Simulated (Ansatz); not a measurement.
Set up this calculation in Ansatz 0.2.0, as the native input.

```yaml
Task: band structure
Functional: PBEsol
Potentials_or_basis: all-electron LAPW, inner shells corrected to Dirac's equation
Cutoff: 290 eV (chosen from the basis error)
Basis_error_allowed: 0.002 eV/atom
k_mesh: 12 × 12 × 4
Occupations: fermi-dirac, width 0.05 eV
Spin: collinear spin, ferromagnetic start
Starting_moments: "[2.0, 2.0, 2.0, 2.0] μB"
```

The system is Co.

```
CELL_PARAMETERS angstrom
2.47056 0.00000 0.00000
-1.23528 2.13957 0.00000
0.00000 0.00000 8.08823
ATOMIC_POSITIONS crystal
Co 0.66667 0.33333 0.75000
Co 0.00000 0.00000 0.50000
Co 0.33333 0.66667 0.25000
Co 0.00000 0.00000 0.00000
```

One way to write it, as run:

input.yaml

```yaml
crystal:
  lattice:
    - [2.4705617809, 0.0, 0.0]
    - [-1.2352808905, 2.1395692639, 0.0]
    - [0.0, 0.0, 8.0882338]
  atoms:
    - { symbol: Co, position: [0.6666666667, 0.3333333333, 0.75], spin: 2.0 }
    - { symbol: Co, position: [0.0, 0.0, 0.5], spin: 2.0 }
    - { symbol: Co, position: [0.3333333333, 0.6666666667, 0.25], spin: 2.0 }
    - { symbol: Co, position: [0.0, 0.0, 0.0], spin: 2.0 }
kpoints:
  mp_grid: { grid: [12, 12, 4] }
  band_path:
    path:
      - [0.0, 0.0, 0.0]
      - [0.5, 0.0, 0.0]
      - [0.3333333333, 0.3333333333, 0.0]
      - [0.0, 0.0, 0.0]
      - [0.0, 0.0, 0.5]
      - [0.5, 0.0, 0.5]
      - [0.3333333333, 0.3333333333, 0.5]
      - [0.0, 0.0, 0.5]
    npoints: 12
scf:
  occupations: { method: fermi_dirac, width: 0.05 }
hamiltonian:
  xc: pbesol
  pseudopotentials:
    kind: all_electron
    lapw: { basis_error: 0.002 }
    dirac_shells: { Co: ["2p"] }
magnetization:
  spin_polarized: true
output:
  forces: true
  stress: true
  eigenvalues: true
```

Potentials or basis: all-electron LAPW, inner shells corrected to Dirac's equation.

Run with:

```sh
$ ansatz run input.yaml --threads 4 --pin off --max-ram 12288MiB --backend cpu --events-out ev --progress --plain --runs-dir out
```

Results of the run:

```
Pressure                : -5.8 GPa
Band gap along the path : none (metal or under the smearing width)
Net moment              : 6.59 μB per cell
Absolute moment         : 7.13 μB per cell
Site moments            : Co +1.70, +1.69 μB
```

It took 28 s on 4 threads of Intel(R) Xeon(R) Platinum 8375C CPU @ 2.90GHz (Ice Lake), on a shared host, peak memory 0.88 GiB.
